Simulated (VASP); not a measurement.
Here is a VASP 6.6.1 calculation.

INCAR

```
SYSTEM = BaTiO3
ALGO = Normal ; EDIFF = 1E-7
ENCUT = 520 ; GGA = PE
ISIF = 2 ; ISMEAR = -1
LASPH = .True. ; LCHARG = .False.
LREAL = .False. ; LWAVE = .False.
NBANDS = 28 ; NELM = 80
PREC = Accurate ; SIGMA = 0.05
```

File KPOINTS:

```
k-points
0
Gamma
  7 7 7
  0 0 0
```

The input POSCAR:

```
BaTiO3
1.0
    2.8273666084      1.6323808724      2.3183934932
   -2.8273666084      1.6323808724      2.3183934932
    0.0000000000     -3.2647617449      2.3183934932
Ba Ti O
1 1 3
Direct
    0.0000000000      0.0000000000      0.0000000000
    0.4845000000      0.4845000000      0.4845000000
    0.5086000000      0.0175000000      0.5086000000
    0.0175000000      0.5086000000      0.5086000000
    0.5086000000      0.5086000000      0.0175000000
```

Potentials or basis: VASP PAW PBE potentials, release 64 (Ba_sv, Ti_sv, O).

Command:

```console
$ cat potpaw_PBE.64/Ba_sv/POTCAR potpaw_PBE.64/Ti_sv/POTCAR potpaw_PBE.64/O/POTCAR > POTCAR
$ mpirun -np 1 vasp_std > vasp.out
```

(1) What does it give for the band gap on the k mesh?

(2) What does it give for the largest force?

(3) What does it give for the pressure?

Answers

(1) 2.44 eV, indirect (least direct gap 2.78 eV).

(2) 0.214 eV/Å.

(3) 6.8 GPa.

Caveat: spin-orbit coupling is left out, which moves the levels of the heavy elements; an odd mesh through Γ misses points on the zone boundary, where band edges often lie.
